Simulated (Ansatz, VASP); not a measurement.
# GaN: VASP beside Ansatz

```
Ga N
1.0
     0.00000    2.43378    2.07322
     2.43378    0.00000    2.07322
     2.43378    2.43378    0.00000
Ga N
1 1
Direct
  0.00000 0.00000 0.00000
  0.75000 0.75000 0.75000
```

Change from the starting cell: strain +0.080 along x and y, -0.080 along z, atoms carried along.

Alike in both runs: task single point; functional PBEsol; k mesh 10 × 10 × 10; occupations gaussian, width 0.05 eV; no spin polarisation.

|  | VASP | Ansatz |
| --- | --- | --- |
| version | VASP 6.6.1 | Ansatz 0.2.0 |
| potentials or method | VASP PAW PBE potentials, release 64 (Ga_d, N) | scalar-relativistic, plane waves, PAW |
| plane-wave cutoff (eV) | 520 | 420 |
| valence electrons in the cell | 18 | 18 |

VASP gave:

* gap on the k mesh at the Fermi level (eV): 0.79
* least direct gap on the mesh (eV): 0.79
* pressure (GPa): -13.6
* largest component of the traceless stress (GPa): 10.08

Q: Estimate Ansatz's values.

A: gap on the k mesh at the Fermi level (eV): 0.78; least direct gap on the mesh (eV): 0.78; pressure (GPa): -13.5; largest component of the traceless stress (GPa): 10.04.

Caveats: the PAW data sets were made with another functional, which shifts forces and pressure a little (VASP).
